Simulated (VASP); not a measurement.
Crystal: KMgF3.

```xyz
5
Lattice="3.9859 0.0000 0.0000 0.0000 3.9859 0.0000 0.0000 0.0000 3.9859" Properties=species:S:1:pos:R:3 pbc="T T T"
K     1.9929    1.9929    1.9929
Mg    0.0000    0.0000    0.0000
F     0.0000    0.0000    1.9929
F     0.0000    1.9929    0.0000
F     1.9929    0.0000    0.0000
```

Base run:

- Program: VASP 6.6.1
- Functional: r2SCAN-EpsX
- Potentials or basis: VASP PAW PBE potentials, release 64 (K_sv, Mg, F)
- Cutoff: 520 eV
- k mesh: 4 × 4 × 4
- Occupations: gaussian, width 0.02 eV
- Spin: no spin polarisation

Its results: band gap on the k mesh 13.41 eV, indirect (least direct gap 13.69 eV); pressure -3.1 GPa.

Q: After a change of settings the same cell gave: band gap on the k mesh 9.25 eV, indirect (least direct gap 9.55 eV); pressure 1.0 GPa. Which change was it?
A. functional from r2SCAN-EpsX to PBE0
B. functional from r2SCAN-EpsX to HSE06
C. functional from r2SCAN-EpsX to HSE03

A: C.

Caveats: the PAW data sets were made with another functional, which shifts forces and pressure a little.
